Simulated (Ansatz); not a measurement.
# Al$_{2}$Ru: what the smearing entropy tells about the Fermi level

Theory: Ansatz, DFT PBEsol, scalar-relativistic, plane waves, PAW.

```xyz
3
Lattice="-1.5604 1.5604 4.2218 1.5604 -1.5604 4.2218 1.5604 1.5604 -4.2218" Properties=species:S:1:pos:R:3 pbc="T T T"
Al    0.0000    0.0000    5.5660
Al    0.0000    0.0000    2.8776
Ru    0.0000    0.0000    0.0000
```

- plane-wave cutoff: 420 eV
- Γ-centred k-mesh: 18×18×18
- spin treatment: unpolarised

The same metal under several smearings of width σ, on one mesh. F is the free energy, TS the smearing's entropy term for the cell of 3 atoms, and E = F + TS. Gaussian occupations are ½ erfc[(ε − μ)/σ], and N counts both spins.

```tsv
rule	σ (eV)	F − F(narrowest) (meV/atom)	TS (meV/cell)
Fermi–Dirac	0.02	-0.048	0.338
Fermi–Dirac	0.5	-121.138	917.325
Gaussian	0.02	0.000	0.048
Gaussian	0.05	-0.045	0.317
Gaussian	0.1	-0.200	1.246
```

Question: For a density of states N (both spins) that is flat over the smeared range, TS = Nσ²/2 (Gaussian) and (π²/3)Nσ² (Fermi–Dirac). What N does each run give?

Answer:
```csv
rule,σ (eV),N (states/eV a cell)
Fermi–Dirac,0.02,0.26
Fermi–Dirac,0.5,1.12
Gaussian,0.02,0.24
Gaussian,0.05,0.25
Gaussian,0.1,0.25
```

Equal entropy needs σ_Gauss = π√(2/3) σ_FD = 2.57 σ_FD, so a Fermi–Dirac width acts like a Gaussian one 2.57 times as large. At moderate widths N lies between 0.25 and 0.26, nearly constant, so the density of states is smooth near the Fermi level and the mesh resolves it. At the narrowest widths only the few mesh levels within σ of μ count, so N can scatter there.

Question: To second order F = E0 − TS/2 and E = E0 + TS/2. How well does E0 = (E + F)/2 undo the smearing?

Answer:
```csv
rule,σ (eV),F − E0(narrowest) (meV/atom),(E + F)/2 − E0(narrowest) (meV/atom)
Fermi–Dirac,0.02,-0.06,0.00
Fermi–Dirac,0.5,-121.15,31.74
Gaussian,0.02,-0.01,0.00
Gaussian,0.05,-0.05,0.00
Gaussian,0.1,-0.21,0.00
```

At Gaussian 0.1 eV the free energy is off by -0.21 meV/atom and the mean by 0.00. What remains is of order σ⁴ plus the mesh error of the narrowest run, which is no exact reference. Forces and stress are derivatives of F, not of E0, so they keep the σ² error.

The nearly constant N of about 0.25 states/eV a cell at moderate widths is small for a transition-metal compound and points to a metal with its Fermi level in a pseudogap. A clean gap would instead make the entropy collapse as the smearing narrows. The likely origin is hybridisation between Ru 4d and Al s and p states, which separates bonding from antibonding bands and leaves few states between them.

The Fermi–Dirac run at 0.5 eV fits this picture. Its apparent N of 1.12 is not the density of states at the Fermi level but an average over a window that probably reaches the d-rich flanks of the pseudogap. A density rising away from the Fermi level also makes the entropy grow faster than σ², so the averaged energy overcorrects, which explains the positive residue of 31.74 meV/atom. Cancelling the quadratic term still helps there, since the free energy itself is off by -121.15 meV/atom, but it is accurate only while the smearing stays inside the pseudogap. The entropy alone cannot confirm the orbital character of the states on either side.
